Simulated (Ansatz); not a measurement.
## Generalised stacking fault on (111) (glide set) of a GaP-AlP solid solution (72 atoms): repeated cells from small to large

Wanted: cost and convergence against size for generalised stacking fault on (111) (glide set) of a GaP-AlP solid solution (72 atoms).

Program: Ansatz 0.2.0. Level of theory: Kohn-Sham DFT, PBE, PAW (set soft_2), plane waves. Results are calculated unless marked as measured.

### Step 1. The starting structure

The cell holds 72 atoms: 18 Al, 36 P and 18 Ga. Its edges and angles: a = 6.683 Å, b = 11.576 Å, c = 19.305 Å, α = 90.0°, β = 81.7°, γ = 90.0°. It derives from GaP and AlP. Zinc-blende GaP lattice (a = 5.4569 Å, the value set for the mixture), cell with z along [111], 1 x 3 x 2 periods; the third cell vector is tilted by 0.417 of 1/2[11-2] and lengthened by 0.2 Å, so the cell holds one fault (glide set); displaced by a Gaussian of 0.01 Å; 18 of 36 Ga sites given to Al at random (lattice constant by Vegard's rule between GaP and AlP).

What the set-up can't give: The host structure and its lattice constant were typed by rule, without a check against the phase diagram.

### Step 2. Plane waves, typed cell on a dense mesh

The typed cell on a k-mesh is the yardstick: it samples like Γ on the cell repeated as often as the mesh has points along each axis. Its own convergence isn't tested.

The input, input.yaml:

```yaml
crystal:
  lattice:
    - [6.68331, 0.0, 0.0]
    - [0.0, 11.57583, 0.0]
    - [2.78473, 0.0, 19.10326]
  atoms:
    - { symbol: Al, position: [0.49153, 0.16469, 0.0197] }
    - { symbol: P, position: [0.44334, 0.16679, 0.14378] }
    - { symbol: Ga, position: [0.7546, 0.16707, 0.18567] }
    - { symbol: P, position: [0.70708, 0.16841, 0.30947] }
    - { symbol: Ga, position: [0.99255, 0.00086, 0.0202] }
    - { symbol: P, position: [0.93557, 0.99994, 0.14529] }
    - { symbol: Al, position: [0.25699, 0.00026, 0.18533] }
    - { symbol: P, position: [0.20374, 0.99992, 0.30897] }
    - { symbol: Ga, position: [0.51885, 0.00057, 0.35109] }
    - { symbol: P, position: [0.46875, 0.99819, 0.47508] }
    - { symbol: Al, position: [0.49086, 0.50025, 0.01993] }
    - { symbol: P, position: [0.43977, 0.50019, 0.14412] }
    - { symbol: Ga, position: [0.75422, 0.49929, 0.18554] }
    - { symbol: P, position: [0.70489, 0.49907, 0.30821] }
    - { symbol: Al, position: [0.99252, 0.33292, 0.0212] }
    - { symbol: P, position: [0.93855, 0.3325, 0.14419] }
    - { symbol: Ga, position: [0.25581, 0.33346, 0.18511] }
    - { symbol: P, position: [0.20494, 0.33304, 0.30974] }
    - { symbol: Al, position: [0.5207, 0.33354, 0.34983] }
    - { symbol: P, position: [0.47225, 0.33383, 0.47335] }
    - { symbol: Ga, position: [0.02172, 0.16518, 0.34972] }
    - { symbol: P, position: [0.96954, 0.16589, 0.47316] }
    - { symbol: Ga, position: [0.28312, 0.16698, 0.51505] }
    - { symbol: P, position: [0.23278, 0.16713, 0.63881] }
    - { symbol: Al, position: [0.55168, 0.16577, 0.67972] }
    - { symbol: P, position: [0.49639, 0.16812, 0.80432] }
    - { symbol: Ga, position: [0.78523, 0.99898, 0.51551] }
    - { symbol: P, position: [0.73274, 0.00038, 0.63795] }
    - { symbol: Al, position: [0.05043, 0.99979, 0.68001] }
    - { symbol: P, position: [0.99861, 0.99964, 0.80309] }
    - { symbol: Ga, position: [0.31564, 0.00029, 0.84556] }
    - { symbol: P, position: [0.26333, 0.99913, 0.9693] }
    - { symbol: Ga, position: [0.49117, 0.83227, 0.02075] }
    - { symbol: P, position: [0.43967, 0.83227, 0.14452] }
    - { symbol: Al, position: [0.75725, 0.834, 0.18553] }
    - { symbol: P, position: [0.70354, 0.83366, 0.3098] }
    - { symbol: Ga, position: [0.99126, 0.66708, 0.0211] }
    - { symbol: P, position: [0.94028, 0.66769, 0.14438] }
    - { symbol: Al, position: [0.25372, 0.66656, 0.18487] }
    - { symbol: P, position: [0.20519, 0.66552, 0.30996] }
    - { symbol: Al, position: [0.52477, 0.66677, 0.35088] }
    - { symbol: P, position: [0.46939, 0.66695, 0.47434] }
    - { symbol: Ga, position: [0.02262, 0.4993, 0.34953] }
    - { symbol: P, position: [0.96909, 0.49988, 0.47545] }
    - { symbol: Al, position: [0.28387, 0.49997, 0.51595] }
    - { symbol: P, position: [0.23371, 0.50024, 0.63909] }
    - { symbol: Al, position: [0.54917, 0.49908, 0.68094] }
    - { symbol: P, position: [0.49751, 0.50033, 0.80384] }
    - { symbol: Al, position: [0.78534, 0.33394, 0.51502] }
    - { symbol: P, position: [0.7343, 0.3328, 0.63998] }
    - { symbol: Al, position: [0.05043, 0.33503, 0.67968] }
    - { symbol: P, position: [0.99929, 0.33295, 0.80581] }
    - { symbol: Ga, position: [0.31331, 0.3315, 0.84581] }
    - { symbol: P, position: [0.26596, 0.33201, 0.96894] }
    - { symbol: Al, position: [0.81295, 0.16751, 0.84539] }
    - { symbol: P, position: [0.7623, 0.16751, 0.96848] }
    - { symbol: Al, position: [0.01746, 0.83139, 0.35079] }
    - { symbol: P, position: [0.969, 0.83433, 0.47359] }
    - { symbol: Al, position: [0.28304, 0.83207, 0.51549] }
    - { symbol: P, position: [0.23204, 0.83381, 0.63928] }
    - { symbol: Ga, position: [0.54778, 0.83262, 0.68084] }
    - { symbol: P, position: [0.49643, 0.83534, 0.80375] }
    - { symbol: Ga, position: [0.78231, 0.66741, 0.51579] }
    - { symbol: P, position: [0.73448, 0.66631, 0.6391] }
    - { symbol: Ga, position: [0.05201, 0.66597, 0.67865] }
    - { symbol: P, position: [0.99642, 0.66618, 0.8038] }
    - { symbol: Ga, position: [0.31536, 0.66634, 0.84504] }
    - { symbol: P, position: [0.26407, 0.66693, 0.96825] }
    - { symbol: Ga, position: [0.81547, 0.50025, 0.84606] }
    - { symbol: P, position: [0.7613, 0.49922, 0.97104] }
    - { symbol: Al, position: [0.81777, 0.83486, 0.84413] }
    - { symbol: P, position: [0.7623, 0.83301, 0.96964] }
kpoints:
  mp_grid: { grid: [5, 3, 2] }
hamiltonian:
  xc: pbe
scf:
  occupations: { method: gaussian, width: 0.025 }
output:
  forces: true
  stress: true
  populations: true
  dos:
    method: { smearing: { sigma: 0.1 } }
    de: 0.1
    projected: { site_lists: { Al: [Al], Ga: [Ga], P: [P] } }
  eigenvalues: true
```

Launch:

```sh
$ ansatz run input.yaml --threads 4 --pin off --max-ram 8192MiB --backend cpu --events-out ev --progress --plain --runs-dir out
```

Numbers of over 12 decimals in the logs are rounded to 6 here.

Log:

```text
Engine: ansatz 0.2.0, aarch64-unknown-linux-gnu
Pseudopotentials: kind: paw
Pseudopotential: Al, paw, valence charge 3, recommended cutoff 420 eV (normal), Al.paw.azcp
Pseudopotential: P, paw, valence charge 5, recommended cutoff 420 eV (normal), P.paw.azcp
Pseudopotential: Ga, paw, valence charge 13, recommended cutoff 420 eV (normal), Ga.paw.azcp
[... 5 lines on functional and potentials left out ...]
Crystal: 72 atoms, lattice volume = 1477.921 Å³
Basis set: ecut = 420 eV, 28913 PW (Γ), exchange–correlation on 90×160×270 points (8 copies of the dense FFT grid, shifted against one another)
Bands: 306, of which v1, the nominal top of the filled ones, is band 234 counted from 1 (233 counted from 0)
Symmetry: 1 space group operations
Space group: P1 (ITA 1), of the structure as read, at distance tolerance 1.1e-4 Å
k-points: 16 of 30 (time reversal used)
[... 7 lines on functional and potentials left out ...]
Initial density: superposition of atomic densities (neutral atoms: chi_scale 0, normalization atom), corrected by the library's trained network
Initial wavefunctions: pseudopotential atomic-orbital guess
Functional: x = pbe(κ = 0.804, μ = 0.219515), c = pbe(β = 0.066725)
SCF iter   1: F=—  HF=-105000.909991 eV  |F-HF|=—  |Δ(HF+E_count)|=         —  Δρ=1.52e-3  dr2=1.68e-1  ethr=1.77e-3  ⟨swp⟩=8.0  Hψ=22807  notcnv=0  defer=449
preconditioner: auto → Resta (q_TF=auto, 2.252 Å⁻¹)  ε∞=3.9  [insulator: Δε(μ)=0.781 eV  Ē_g=12.172 eV  σ=0.025 eV  W_gap=1.00  n_scr=286 (ndim 8)  ℏωp=20.9 eV  f_vac=0.000  D(μ)=0.00/eV (n_scr^D=0)  ε∞_Penn≈3.9]
SCF iter   2: F=—  HF=-105000.899600 eV  |F-HF|=—  |Δ(HF+E_count)|=   1.04e-2  Δρ=8.13e-4  dr2=1.66e-2  ethr=3.58e-5  ⟨swp⟩=2.8  Hψ=9498  notcnv=0  defer=1054
SCF iter   3: F=—  HF=-105000.898045 eV  |F-HF|=—  |Δ(HF+E_count)|=   1.55e-3  Δρ=3.83e-4  dr2=3.98e-3  ethr=3.56e-6  ⟨swp⟩=2.0  Hψ=5145  notcnv=0  defer=1054
SCF iter   4: F=—  HF=-105000.898539 eV  |F-HF|=—  |Δ(HF+E_count)|=   4.94e-4  Δρ=1.19e-4  dr2=5.69e-4  ethr=8.51e-7  ⟨swp⟩=2.1  Hψ=6627  notcnv=0  defer=1054
SCF iter   5: F=—  HF=-105000.898612 eV  |F-HF|=—  |Δ(HF+E_count)|=   7.28e-5  Δρ=5.47e-5  dr2=9.68e-5  ethr=1.22e-7  ⟨swp⟩=2.4  Hψ=7598  notcnv=0  defer=1054
SCF iter   6: F=—  HF=-105000.898638 eV  |F-HF|=—  |Δ(HF+E_count)|=   2.56e-5  Δρ=1.72e-5  dr2=7.11e-6  ethr=2.07e-8  ⟨swp⟩=2.2  Hψ=8056  notcnv=0  defer=1054
SCF iter   7: F=—  HF=-105000.898643 eV  |F-HF|=—  |Δ(HF+E_count)|=   5.53e-6  Δρ=6.11e-6  dr2=1.43e-6  ethr=1.52e-9  ⟨swp⟩=2.4  Hψ=7550  notcnv=0  defer=1054
SCF iter   8: F=—  HF=-105000.898644 eV  |F-HF|=—  |Δ(HF+E_count)|=   6.48e-7  Δρ=2.65e-6  dr2=1.20e-7  ethr=3.06e-10  ⟨swp⟩=2.1  Hψ=7784  notcnv=0  defer=1054
SCF iter   9: F=-105000.898644 eV  HF=-105000.898644 eV  |F-HF|=2.92e-9  |Δ(HF+E_count)|=   9.71e-9  Δρ=9.48e-7  dr2=2.17e-8  ethr=2.14e-11  ⟨swp⟩=14.6  Hψ=31811  notcnv=0
SCF 1 converged in 9 iterations: F = -105000.898644 eV  dr2 = 2.17e-8
  greatest PAW one-centre occupation: 0.995 electrons in one spin orbital (limit 2), on the Ga atom at site 4 (counted from 0), in its partial waves of l = 2
SCF converged after 9 iterations
Free energy (F): -105000.898644 eV
Harris-Foulkes:  -105000.898644 eV  (|F-HF|=2.92e-9)
Internal energy: -105000.898644 eV  (E = F + TS)
E sigma→0 (E₀):  -105000.898644 eV
Fermi energy:    7.188398 eV
--- Per-component energies (eV) ---
  E_band       = -1179.468342
  E_kinetic    = 5048.496879
  E_local      = -48394.226926  (includes V_loc(G=0)·N_el)
  E_nonlocal   = 9069.349554
  E_hartree    = 22301.993443
  E_xc         = -4182.622287
  E_vxc        = -3763.917091  (∫ρ·V_xc dr)
  E_paw        = -64714.458815  (= ΣΔE_a)
  E_vpaw       = -7743.170589  (= ΣTr[D̂ρ^β])
  E_aug_tail   = -0.001903  (compensation charges beyond the density's cutoff)
  E_ewald      = -24129.428589
  E_smearing   = -0.000000  (= −TS)
  E_closure    = 0.000000  (closes the sum)
  Σ components = -105000.898644   (vs F -105000.898644, Δ=0.00e0)
--- Forces (eV/Å), atoms counted from 1 ---
  atom   1  Al    -7.60611055    -0.06235809     2.56304705
  atom   2  P     -0.43605076    -0.03678486    -0.12357306
  atom   3  Ga     0.09181580    -0.02031210     0.14772207
  atom   4  P     -0.26730208    -0.23227253    -0.08117786
  atom   5  Ga    -7.44406408     0.01270820     2.79399067
  atom   6  P      0.22873846     0.12735523    -0.38397482
  atom   7  Al    -0.06390502     0.02159009    -0.07886021
  atom   8  P     -0.00500911    -0.28028227    -0.06670868
  atom   9  Ga     0.08920168     0.13170481     0.06174896
  atom  10  P     -0.10997591     0.16910480    -0.12106931
  atom  11  Al    -8.31277553     0.02593871     2.77771561
  atom  12  P     -0.21378500     0.03534607    -0.17325394
  atom  13  Ga     0.11084846     0.08863817    -0.14132586
  atom  14  P      0.05033963     0.13260184     0.18454412
[...]
atom  71  Al    -0.30864702    -0.20047948     0.37621297
  atom  72  P      7.52290475     0.06190037    -2.80117126
  max |Σ_I F_I| component: 4.36e-5 eV/Å
--- Stress (GPa, compression-positive) ---
        7.610730      -0.049022      -4.951718
       -0.049021       1.230897       0.033001
       -4.951707       0.033001       3.073940
  P = ⅓ Tr σ = 3.9719 GPa (39.719 kbar)
--- Band table (eV; the first three rows and the last of 16) ---
  k-point 0: bands = ["-8.9873", "-8.9444", "-8.9002", "-8.6341", [... 290 levels ...], "10.7158", "10.7385", "10.7523", "10.7743", "10.8015", "10.8093", "10.8885", "10.9705", "10.9864", "11.0865", "11.1182", "11.1470"]
[...]
--- Löwdin populations: 72 sites ---
  site symbol       q [e]
     0     Al      2.5416
     1      P      5.1726
     2     Ga     12.9351
[...]
71      P      5.1448
  spilling = 0.004514 (of n_electrons = 468.000000)
```

It took 11 min on 4 threads of Arm Neoverse V1, shared host; peak memory 5.9 GiB.

The program notes that it cut back its work space to fit the memory limit.

The run gave:

* free energy: -105000.8986 eV
* free energy per atom: -1458.3458 eV/atom
* SCF cycles: 9
* pressure: 3.972 GPa
* r.m.s. force component: 1.862 eV/Å
* longest force: 8.928 eV/Å
* Fermi energy: 7.188 eV
* gap (highest filled to lowest empty level): 0.6642 eV
* spilling of the projection: 0.004514

The r.m.s. force component of 1.9 eV/Å sets the scale for the differences below.

### Step 3. Plane waves, 72 atoms

The typed cell is solved at Γ alone, the coarsest sampling of the series.

input.yaml, the sections that differ from step 2:

```yaml
kpoints:
  mp_grid: { grid: [1, 1, 1] }
output:
  forces: true
# crystal, hamiltonian, scf: as in step 2
```

Log:

```text
[...]
Crystal: 72 atoms, lattice volume = 1477.921 Å³
Basis set: ecut = 420 eV, 28913 PW (Γ), exchange–correlation on 90×160×270 points (8 copies of the dense FFT grid, shifted against one another)
Bands: 306, of which v1, the nominal top of the filled ones, is band 234 counted from 1 (233 counted from 0)
Symmetry: 1 space group operations
[...]
k-points: 1
[...]
SCF iter   1: F=—  HF=-104999.327842 eV  |F-HF|=—  |Δ(HF+E_count)|=         —  Δρ=2.53e-3  dr2=2.29e-1  ethr=1.77e-3  ⟨swp⟩=8.0  Hψ=1412  notcnv=0  defer=23
[...]
SCF iter   3: F=—  HF=-104999.304590 eV  |F-HF|=—  |Δ(HF+E_count)|=   3.43e-3  Δρ=5.59e-4  dr2=1.07e-2  ethr=9.36e-6  ⟨swp⟩=2.0  Hψ=335  notcnv=0  defer=32
automatic band count: iteration 3 solves 271 bands in place of 306: the levels show a gap, and the empty bands left out lie too high to hold charge; the band table lists the bands solved (type scf.n_extra_bands for more)
SCF iter   4: F=—  HF=-104999.305221 eV  |F-HF|=—  |Δ(HF+E_count)|=   6.31e-4  Δρ=1.49e-4  dr2=7.56e-4  ethr=2.28e-6  ⟨swp⟩=3.0  Hψ=554  notcnv=0  defer=32
[...]
SCF iter   9: F=-104999.305581 eV  HF=-104999.305581 eV  |F-HF|=7.17e-9  |Δ(HF+E_count)|=   1.66e-7  Δρ=1.08e-6  dr2=4.11e-8  ethr=2.14e-11  ⟨swp⟩=5.0  Hψ=880  notcnv=0
SCF 1 converged in 9 iterations: F = -104999.305581 eV  dr2 = 4.11e-8
[...]
SCF converged after 9 iterations
Free energy (F): -104999.305581 eV
[...]
Internal energy: -104999.305581 eV  (E = F + TS)
E sigma→0 (E₀):  -104999.305581 eV
Fermi energy:    7.251308 eV
[...]
Σ components = -104999.305581   (vs F -104999.305581, Δ=0.00e0)
--- Forces (eV/Å), atoms counted from 1 ---
  atom   1  Al    -7.39985599    -0.06269510     2.57202585
  atom   2  P     -0.25359083    -0.10494249    -0.19087156
  atom   3  Ga    -0.11242395    -0.05656392     0.23202811
  atom   4  P     -0.08327089    -0.22587141    -0.12851925
[...]
atom  72  P      7.27463954     0.07686428    -2.86449122
  max |Σ_I F_I| component: 1.12e-4 eV/Å
```

Run time: 12 s. Hardware: 4 threads; peak memory 1.6 GiB; 44 s of CPU time.

The energy lies 22.1 meV/atom above the dense-mesh reference.

### Step 4. Support functions, 72 atoms

The typed cell is solved at Γ alone, now in support functions.

This step: Kohn-Sham DFT, PBE, PAW (set soft_2), localised support functions (medium) (Ansatz 0.2.0).

Edit input.yaml of step 3 so:

```diff
@@ -13,2 +13,5 @@
   occupations: { method: gaussian, width: 0.025 }
+  eigensolver: { kind: { support_functions: { accuracy: medium } } }
+  mixing: { beta: 0.4 }
+  max_iter: 150
 output:
```

The job ended after 1.7 min (4 threads; peak memory 3 GiB).

The program notes that the band table was not solved further than the SCF left it, no search for missed states was made and it switched symmetry off.

It converged in 13 SCF cycles; the log is left out.

The energy lies 21.3 meV/atom above the dense-mesh reference, and 0.86 meV/atom below plane waves of the same size, an offset between the two bases that leaves the sampling error alike.

### Step 5. Plane waves, 144 atoms

The cell is repeated and solved at Γ in plane waves, whose cost grows towards the cube of the size.

This step: Kohn-Sham DFT, PBE, PAW (set soft_2), plane waves (Ansatz 0.2.0).

input.yaml, the sections that differ from step 4:

```yaml
crystal:
  lattice:
    - [6.68331, 0.0, 0.0]
    - [0.0, 11.57583, 0.0]
    - [2.78473, 0.0, 19.10326]
  atoms:
    [... the 72 atom lines of step 2 ...]
  supercell: [2, 1, 1]
scf:
  occupations: { method: gaussian, width: 0.025 }
# kpoints, hamiltonian, output: as in step 4
```

Log:

```text
[...]
Crystal: 144 atoms, lattice volume = 2955.842 Å³
Basis set: ecut = 420 eV, 57845 PW (Γ), exchange–correlation on 180×160×270 points (8 copies of the dense FFT grid, shifted against one another)
Bands: 612, of which v1, the nominal top of the filled ones, is band 468 counted from 1 (467 counted from 0)
Symmetry: 2 space group operations
[...]
k-points: 1
[...]
SCF iter   1: F=—  HF=-209996.539579 eV  |F-HF|=—  |Δ(HF+E_count)|=         —  Δρ=2.10e-3  dr2=3.58e-1  ethr=1.77e-3  ⟨swp⟩=8.0  Hψ=2882  notcnv=0  defer=52
[...]
SCF iter   8: F=-209996.528335 eV  HF=-209996.528336 eV  |F-HF|=5.43e-8  |Δ(HF+E_count)|=   1.56e-6  Δρ=2.43e-6  dr2=2.50e-7  ethr=1.07e-10  ⟨swp⟩=5.0  Hψ=1648  notcnv=0
SCF 1 converged in 8 iterations: F = -209996.528335 eV  dr2 = 2.50e-7
[...]
SCF converged after 8 iterations
Free energy (F): -209996.528335 eV
[...]
Internal energy: -209996.528335 eV  (E = F + TS)
E sigma→0 (E₀):  -209996.528335 eV
Fermi energy:    7.268388 eV
[...]
Σ components = -209996.528335   (vs F -209996.528335, Δ=0.00e0)
--- Forces (eV/Å), atoms counted from 1 ---
  atom   1  Al    -7.53984388    -0.05578250     2.56127338
  atom   2  P     -0.42901546    -0.02876241    -0.11867487
  atom   3  Ga     0.06912852    -0.04304195     0.16593010
  atom   4  P     -0.25708591    -0.26506638    -0.08249695
  atom   5  Ga    -7.37252817     0.01956064     2.79866111
  atom   6  P      0.21514040     0.14269556    -0.36740525
  [... forces on the other 138 atoms ...]
  max |Σ_I F_I| component: 1.07e-4 eV/Å
```

Elapsed: 53 s, on 4 threads; peak memory 4.4 GiB.

The program repeats the typed cell 2×1×1 times, 144 atoms in all; totals in the log are those of the whole repeated cell, and force differences are taken after averaging over the copies of each atom.

The energy lies 36.6 meV/atom above the dense-mesh reference.

(Part 1 of 2 ends here.)

[Logs are printed without paths, hosts, clocks, repeated set-up lines and the standing remarks that a program may print on its own settings, such as how far it seeks lower states.]

[Hosts, paths, dates, database ids (printed as entryN), source tags and the programs' standing remarks are cut or masked in the printed files.]
